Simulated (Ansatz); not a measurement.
Crystal: MoS2.

```xyz
3
Lattice="3.2275 0.0000 0.0000 -1.6137 2.7951 0.0000 0.0000 0.0000 6.3125" Properties=species:S:1:pos:R:3 pbc="T T T"
Mo    0.0000    0.0000    3.1562
S     1.6137    0.9317    4.7008
S     0.0000    1.8634    1.6117
```

Measurements of this composition are mostly on another form, of space group No. 194.

Base run:

* Program: Ansatz 0.2.0
* Functional: RPBE
* Potentials or basis: Ansatz PAW
* Cutoff: 420 eV (not typed: the program's choice for these potentials)
* k mesh: 9 × 9 × 4
* Occupations: fermi-dirac, width 0.05 eV
* Spin: no spin polarisation

Its results: band gap on the k mesh none (metal or under the smearing width); pressure 3.6 GPa; largest force 0.360 eV/Å.

Problem. The run is repeated on the same cell with these changes: functional from RPBE to PBE; k mesh from 9 × 9 × 4 to 3 × 3 × 2. What comes out?

Solution. Band gap on the k mesh none (metal or under the smearing width); pressure 1.4 GPa; largest force 0.180 eV/Å.

Several settings changed at once, so the effect can't be laid on one alone.

Caveats: some runs use coarse meshes; this functional lacks dispersion, which binds the layers, so the pressure and a relaxed spacing across them are unreliable; the PAW data sets come from PBE, with cores solved anew for the run's functional, which leaves a small shift of forces and pressure (some runs).
